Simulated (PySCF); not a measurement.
From one molecule to another.

First species: C4H9NO.
InChI=1S/C4H9NO/c1-3-6-4-2-5-1/h5H,1-4H2

Second species: methyl ethyl formamide, C4H9NO.
Atom-mapped SMILES: `[CH3:1][CH2:2][N:3]([CH3:4])[CH:5]=[O:6]` (hydrogens: H7, H8, H9 on C1; H10, H11 on C2; H12, H13, H14 on C4; H15 on C5)

Levels: B97-2/pcSseg-2 for dipole moment, HOMO energy, LUMO energy and HOMO–LUMO gap; PBE0-D3(BJ)/def2-TZVP for rotational constant A and rotational constant C. Geometries: PBE0-D3(BJ)/def2-TZVP. All species are isolated and taken at one optimised geometry, non-relativistic unless stated; the electronic structure was computed with PySCF and density fitting.

The conformers computed, where there is a choice (atom-mapped SMILES and torsion angles):
- `[CH3:1][CH2:2][N:3]([CH3:4])[CH:5]=[O:6]`: C1–C2–N3–C4 -70°, C2–N3–C5–O6 -179°

```tsv
property	column X	column Y
dipole moment	4.19 D	1.24 D
HOMO energy	-6.87 eV	-5.97 eV
LUMO energy	0.39 eV	0.64 eV
HOMO–LUMO gap	7.26 eV	6.61 eV
rotational constant A	6.773 GHz	4.949 GHz
rotational constant C	1.943 GHz	2.711 GHz
```

**Question.** Which column belongs to which species?

**Answer.** Column X is the second species and column Y the first. The first has 15 atoms and 48 electrons, the second 15 and 48.

**Question.** How does each property change from the first species to the second?

**Answer.** dipole moment +2.95 D; HOMO energy -0.90 eV; LUMO energy -0.25 eV; HOMO–LUMO gap +0.65 eV; rotational constant A +1.824 GHz; rotational constant C -0.768 GHz.

On the first: The dipole matches unit charges of opposite sign 0.26 Å apart (1 e·Å = 4.8032 D). Geometry: PBE0-D3(BJ)/def2-TZVP, one conformer, isolated molecule.

On the second: The dipole matches unit charges of opposite sign 0.87 Å apart (1 e·Å = 4.8032 D). One conformer (not necessarily the lowest) at the PBE0-D3(BJ)/def2-TZVP geometry, without solvent, vibrations or thermal averaging.
